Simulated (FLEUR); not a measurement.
The system is LiF (Griceite).

```
F Li
1.0
     0.00000    2.01400    2.01400
     2.01400    0.00000    2.01400
     2.01400    2.01400    0.00000
F Li
1 1
Cartesian
  2.0140 2.0140 2.0140
  0.0000 0.0000 0.0000
```

Base run:

```yaml
Program: FLEUR MaX-R8.1 (later development tree)
Functional: PBEsol
Potentials_or_basis: all-electron
Basis: FLAPW
Kmax: 4.1 1/bohr
k_mesh: 11 × 11 × 11
Occupations: fermi-dirac, width 0.05 eV
Spin: no spin polarisation
```

Its results: band gap on the k mesh 8.89 eV, direct.

Question: The run is repeated on the same cell with these changes: functional from PBEsol to r2SCAN. What comes out?

Answer: Band gap on the k mesh 10.06 eV, direct.

r2SCAN gives the wider gap, since meta-GGAs in the generalised Kohn-Sham scheme recover part of the derivative discontinuity.

Caveats: the meta-GGA is that of a development version, with a GGA for the radial functions and cores and without core tails (some runs).
